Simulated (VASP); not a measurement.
A run of VASP 6.6.1 is set up as follows.

INCAR

```
PREC     = Accurate       # precision mode
ENCUT    = 520            # plane-wave cutoff, eV
EDIFF    = 1E-6           # SCF threshold, eV
ISMEAR   = 0              # smearing method
SIGMA    = 0.03           # smearing width, eV
LREAL    = F              # projectors in reciprocal space
LASPH    = T              # aspherical terms in the spheres
NELM     = 80             # most SCF steps
ALGO     = Fast           # electronic algorithm
ISIF     = 2              # what is computed and relaxed
LWAVE    = F              # write WAVECAR
LCHARG   = F              # write CHGCAR
MAGMOM   = 0 0 0 0 0 0 0 0 0 0 0 0 0 0 0 0 0 0 0 0 0 0 0 0 0 0 0 0 0 0 0 0 0 0 0 0 0 0 0 0 0 0 0 0 0 0 0 0 # initial moments
LORBIT   = 11             # projections on sites
LSORBIT  = T              # spin-orbit coupling
GGA_COMPAT= F            
GGA      = PS             # functional
NBANDS   = 152            # bands
KPAR     = 4
```

File KPOINTS:

```
regular mesh
0
Gamma
  4 4 4
```

The input POSCAR:

```
AlGa3N4                                 
1.0
    0.0000000000      0.0000000000     -5.1393603980
    3.1629088446      5.4783188212      0.0000000000
    3.1609940062     -5.4772132887      0.0000000000
  Al              Ga              N             
     2     6     8
Direct
     0.0015787697780254    0.1674463556217215    0.3348927012434563
     0.5015787697780256    0.3325536443782785    0.6651072987565436
     0.0009824452728042    0.1679775591069479    0.8327522496450569
     0.0012720224184218    0.6663375496901139    0.3326750893802269
     0.0009824452728042    0.6647747005381026    0.8327522496450498
     0.5009824452728042    0.3320224408930520    0.1672477503549431
     0.5012720224184217    0.8336624503098861    0.6673249106197731
     0.5009824452728042    0.8352252994618974    0.1672477503549431
     0.6312018288096922    0.1701661990981349    0.3403323881962690
     0.6206243827423034    0.1705284538724983    0.8303114507156435
     0.6227337229636525    0.6664078047376368    0.3328155994752729
     0.6206243827423034    0.6597830068431391    0.8303114507156435
     0.1312018288096921    0.3298338009018651    0.6596676118037311
     0.1206243827423034    0.3294715461275017    0.1696885492843565
     0.1227337229636525    0.8335921952623632    0.6671844005247271
     0.1206243827423034    0.8402169931568609    0.1696885492843565
```

The input KPOINTS_OPT:

```
explicit points
6
Reciprocal
 0.0000000000  0.0000000000  0.0000000000 1
 0.5000000000  0.0000000000  0.0000000000 1
 0.5000000000  0.3333333333  0.3333333333 1
 0.0000000000  0.3333333333  0.3333333333 1
 0.5000000000  0.5000000000  0.0000000000 1
 0.0000000000  0.5000000000  0.0000000000 1
```

Potentials or basis: VASP PAW PBE potentials, release 64 (Al, Ga_d, N).

Run with:

```console
$ cat potpaw_PBE.64/Al/POTCAR potpaw_PBE.64/Ga_d/POTCAR potpaw_PBE.64/N/POTCAR > POTCAR
$ mpirun -np 4 vasp_ncl > vasp.out
```

Estimate the pressure.

0.1 GPa.

What does it give for the largest force?

0.004 eV/Å.

Forces on the atoms (eV/Å):
```
Al  -0.001  0.001 -0.001
Al   0.001 -0.001 -0.001
Ga  -0.001  0.001  0.000
Ga   0.000  0.000  0.004
Ga  -0.001  0.000  0.000
Ga   0.001 -0.001  0.000
Ga   0.000  0.000  0.004
Ga   0.001  0.000  0.000
N    0.001 -0.001 -0.002
N    0.000 -0.001 -0.001
N    0.001 -0.001  0.001
N    0.001  0.000 -0.001
N   -0.001  0.001 -0.002
N    0.000  0.001 -0.001
N   -0.001  0.001  0.001
N   -0.001  0.000 -0.001
```

Caveat: the PAW data sets were made with another functional, which shifts forces and pressure a little.
